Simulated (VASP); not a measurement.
ZrO2: band structure with r2SCAN

Crystal: ZrO2.

```
Zr O
1.0
     0.00000    2.55807    2.55807
     2.55807    0.00000    2.55807
     2.55807    2.55807    0.00000
Zr O
1 2
Direct
  0.00000 0.00000 0.00000
  0.25000 0.25000 0.25000
  0.75000 0.75000 0.75000
```

The cell was built by a generator and needn't be a form met in nature.

```
Program                : VASP 6.6.1
Task                   : band structure
Functional             : r2SCAN
Potentials or basis    : VASP PAW PBE potentials, release 64 (Zr_sv, O)
Cutoff                 : 520 eV
k mesh                 : 10 × 10 × 10
Occupations            : gaussian, width 0.02 eV
Spin                   : no spin polarisation
Further INCAR settings : ALGO = Normal; EDIFF = 1e-06; NBANDS = 19
```

```json
{
  "Pressure": "-3.6 GPa",
  "Band gap on the k mesh": "3.82 eV, indirect (least direct gap 4.21 eV)",
  "Band gap along the path": "3.82 eV, indirect (least direct gap 4.21 eV)"
}
```

Levels at the corners of the path, in eV from the valence-band top:
```csv
point,band 9,band 10,band 11,band 12,band 13,band 14,band 15,band 16
Γ,-5.23,-0.54,-0.54,-0.54,3.82,3.82,7.06,9.78
X,-3.20,-1.50,-1.50,0.00,4.21,5.16,6.24,7.68
X,-3.20,-1.50,-1.50,0.00,4.21,5.16,6.24,7.68
W,-2.40,-2.40,-1.36,-0.21,4.83,5.01,6.69,6.69
W,-2.40,-2.40,-1.36,-0.21,4.83,5.01,6.69,6.69
K,-3.10,-2.19,-1.22,-0.34,4.43,5.16,6.57,7.10
K,-3.10,-2.19,-1.22,-0.34,4.43,5.16,6.57,7.10
Γ,-5.23,-0.54,-0.54,-0.54,3.82,3.82,7.06,9.78
Γ,-5.23,-0.54,-0.54,-0.54,3.82,3.82,7.06,9.78
L,-2.56,-2.48,-1.66,-1.66,4.42,4.42,6.47,8.88
L,-2.56,-2.48,-1.66,-1.66,4.42,4.42,6.47,8.88
U,-3.10,-2.19,-1.22,-0.34,4.43,5.16,6.57,7.10
U,-3.10,-2.19,-1.22,-0.34,4.43,5.16,6.57,7.10
W,-2.40,-2.40,-1.36,-0.21,4.83,5.01,6.69,6.69
W,-2.40,-2.40,-1.36,-0.21,4.83,5.01,6.69,6.69
L,-2.56,-2.48,-1.66,-1.66,4.42,4.42,6.47,8.88
L,-2.56,-2.48,-1.66,-1.66,4.42,4.42,6.47,8.88
K,-3.10,-2.19,-1.22,-0.34,4.43,5.16,6.57,7.10
U,-3.10,-2.19,-1.22,-0.34,4.43,5.16,6.57,7.10
X,-3.20,-1.50,-1.50,0.00,4.21,5.16,6.24,7.68
```

It took 3.8 min on 1 thread of Intel(R) Xeon(R) Platinum 8488C (Sapphire Rapids) (shared host), peak memory 0.2 GiB.

Caveat: the PAW data sets were made with another functional, which shifts forces and pressure a little. r2SCAN opens gaps a little over a GGA but as a rule still falls short of measured ones.
